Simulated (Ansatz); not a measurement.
# Si2Mo: equation of state

The task here is to estimate one member of a computed series from the others.

Program: Ansatz 0.2.0. Level of theory: DFT PBE, scalar-relativistic. These are calculated values, not measurements.

## The starting structure

The structure is tetragonal, space group I4/mmm (No. 139). Conventional cell: a = 3.200 Å, b = 3.200 Å, c = 7.861 Å, α = 90.00°, β = 90.00°, γ = 90.00°. Around Si (site symmetry 4mm) lie 5 Si at 2.61 to 2.63 Å and 5 Mo at 2.62 Å. Mo (site symmetry 4/mmm) is surrounded by 10 Si at 2.62 Å.

Structure file:

```xyz
3
Lattice="-1.6000 1.6000 3.9305 1.6000 -1.6000 3.9305 1.6000 1.6000 -3.9305" Properties=species:S:1:pos:R:3 pbc="T T T"
Si    0.0000    0.0000    2.6177
Si    0.0000    0.0000    5.2433
Mo    0.0000    0.0000    0.0000
```

Atoms are numbered in the order of the input: Si1, Si2, Mo3.

Set-up of the first run:

input.yaml reads:

```yaml
crystal:
  lattice:
    - [-1.5673377739, 1.5673377739, 3.8502632003]
    - [1.5673377739, -1.5673377739, 3.8502632003]
    - [1.5673377739, 1.5673377739, -3.8502632003]
  atoms:
    - { symbol: Si, position: [0.333, 0.333, 0.0] }
    - { symbol: Si, position: [0.667, 0.667, 0.0] }
    - { symbol: Mo, position: [0.0, 0.0, 0.0] }
kpoints:
  mp_grid: { grid: [12, 12, 16] }
  band_path:
    path:
      - [0.0, 0.0, 0.0]
      - [0.0, 0.0, 0.5]
      - [0.25, 0.25, 0.25]
      - [0.0, 0.5, 0.0]
      - [0.0, 0.0, 0.0]
      - [0.5, 0.5, -0.5]
      - [0.2914270847, 0.7085729153, -0.2914270847]
      - [-0.2914270847, 0.2914270847, 0.2914270847]
      - [0.0, 0.0, 0.0]
    npoints: 5
scf:
  occupations: { method: fermi_dirac, width: 0.03 }
hamiltonian:
  xc: pbe
  pseudopotentials: { kind: all_electron, lapw: { basis_error: 0.001 } }
output:
  forces: true
  stress: true
  eigenvalues: true
```

Started as:

```console
$ ansatz run input.yaml --threads 1 --pin off --max-ram 6144MiB --backend cpu --events-out ev --progress --plain --runs-dir out
```

Steps of the session up to this table: Volume × 0.94, LAPW; Volume × 0.94, PAW; Volume × 0.94, crystal datasets; Volume × 0.98, LAPW; Volume × 0.98, PAW; Volume × 0.98, crystal datasets; Volume × 1.01, LAPW; Volume × 1.01, PAW; Volume × 1.01, crystal datasets; Volume × 1.04, LAPW; Volume × 1.04, PAW; Volume × 1.04, crystal datasets.

One of the session's tables, all rows but one given; the rest of the session is left out.

```
          method  volume (Å³/atom)  pressure (GPa)  largest force (eV/Å)
            LAPW            12.611           17.68                 0.180
            LAPW            13.148            6.86                 0.251
            LAPW            13.550            0.14                 0.299
            LAPW            13.953           -5.58                 0.343
             PAW            12.611           17.66                 0.181
             PAW            13.148            6.83                 0.252
             PAW            13.550               ?                     ?
             PAW            13.953           -5.61                 0.343
crystal datasets            12.611           17.68                 0.180
crystal datasets            13.148            6.86                 0.251
crystal datasets            13.550            0.14                 0.299
crystal datasets            13.953           -5.58                 0.342
```

**Question.** Estimate the row for PAW, 13.550.

The run gave: pressure (GPa): 0.11; largest force (eV/Å): 0.299. In the column «pressure (GPa)» it lies between crystal datasets, 13.953 (-5.58) and LAPW, 13.550 (0.14).

To keep in mind: Shape and positions are held, so a fully relaxed modulus can be lower. Warnings in the runs' records: symmetry narrowed by mesh, gradients without spin orbit, crystal datasets made.
